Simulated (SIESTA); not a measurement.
# BeS in SIESTA: the effect of basis

The system is BeS.

```
S Be
1.0
     0.00000    2.42500    2.42500
     2.42500    0.00000    2.42500
     2.42500    2.42500    0.00000
S Be
1 1
Direct
  0.75000 0.75000 0.75000
  0.00000 0.00000 0.00000
```

Alike in all runs:

| Quantity | Value |
| --- | --- |
| Program | SIESTA 5.4.2 |
| Task | single point |
| Functional | PBE |
| Potentials or basis | PseudoDojo 0.4 standard (PBE files) |
| Grid cutoff | 800 Ry |
| Energy shift | 0.003 Ry |
| k mesh | 9 × 9 × 9 |
| Occupations | fermi-dirac, width 0.05 eV |
| Spin | no spin polarisation |

| basis | gap on the mesh (eV) | pressure (GPa) |
| --- | --- | --- |
| SZP | ? | ? |
| DZP | 3.16 | 1.9 |
| DZDP | 3.17 | 3.2 |
| TZP | 3.17 | 2.1 |
| TZDP | 3.19 | 3.4 |

Task: What does the run with basis SZP give?

Result: gap on the mesh 3.58 eV; pressure 2.9 GPa.

Caveats: short orbitals over semicore shells can move pressures by several GPa; an odd mesh through Γ misses points on the zone boundary, where band edges often lie; the basis of atomic orbitals isn't converged, which shifts pressures, moduli and gaps.
